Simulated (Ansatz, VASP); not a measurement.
## Two plane-wave programs on GaN

Contents of INCAR:

```
SYSTEM = GaN
PREC = Accurate ; ENCUT = 520
EDIFF = 1E-8 ; ISMEAR = -1
SIGMA = 0.02 ; LREAL = .FALSE.
LASPH = .TRUE. ; NELM = 80
ALGO = Normal ; ISIF = 2
LWAVE = .FALSE. ; LCHARG = .FALSE.
GGA = PE ; LEFG = .TRUE.
NBANDS = 26
```

KPOINTS

```
Automatic mesh
0
G
  11 11 6
  0 0 0
```

The input POSCAR:

```
GaN
1.0
    3.1800000000      0.0000000000      0.0000000000
   -1.5900000000      2.7539607840      0.0000000000
    0.0000000000      0.0000000000      5.1660000000
Ga N
2 2
Direct
    0.3333333333      0.6666666667      0.0000000000
    0.6666666667      0.3333333333      0.5000000000
    0.3333333333      0.6666666667      0.3850000000
    0.6666666667      0.3333333333      0.8850000000
```

Input for Ansatz:

```yaml
crystal:
  lattice:
    - [3.18, 0.0, 0.0]
    - [-1.59, 2.753960784, 0.0]
    - [0.0, 0.0, 5.166]
  atoms:
    - { symbol: Ga, position: [0.3333333333, 0.6666666667, 0.0] }
    - { symbol: Ga, position: [0.6666666667, 0.3333333333, 0.5] }
    - { symbol: "N", position: [0.3333333333, 0.6666666667, 0.385] }
    - { symbol: "N", position: [0.6666666667, 0.3333333333, 0.885] }
kpoints:
  mp_grid: { grid: [11, 11, 6] }
scf:
  occupations: { method: fermi_dirac, width: 0.02 }
hamiltonian:
  xc: pbe
  pseudopotentials: { kind: paw }
output:
  forces: true
  stress: true
  populations: true
  efg:
    quadrupole_moments_barn: { Ga: 0.107, "N": 0.02044 }
    contact_densities: true
```

Alike in both runs: task electric field gradients; functional PBE; k mesh 11 × 11 × 6; occupations fermi-dirac, width 0.02 eV; no spin polarisation.

|  | VASP | Ansatz |
| --- | --- | --- |
| version | VASP 6.6.1 | Ansatz 0.2.0 |
| potentials or method | VASP PAW PBE potentials, release 64 (Ga_d, N) | plane-wave PAW, scalar-relativistic |
| plane-wave cutoff (eV) | 520 | 420 |
| valence electrons in the cell | 36 | 36 |

|  | VASP | Ansatz | Ansatz less VASP |
| --- | --- | --- | --- |
| gap on the k mesh at the Fermi level (eV) | 1.94 | 1.93 | -0.008 |
| pressure (GPa) | 7.5 | 7.5 | -0.02 |
| largest component of the traceless stress (GPa) | 2.33 | 2.42 | +0.093 |
| rms of the force components (eV/Å) | 0.253 | 0.256 | +0.0034 |
| Vzz of the field gradient on the site that differs most (V/Å²) | 27.2 | 28.7 | +1.57 |

Atom by atom the forces differ by 0.003 eV/Å (rms over components).

A hybrid or GW would open this gap; PBE tends to underestimate it.
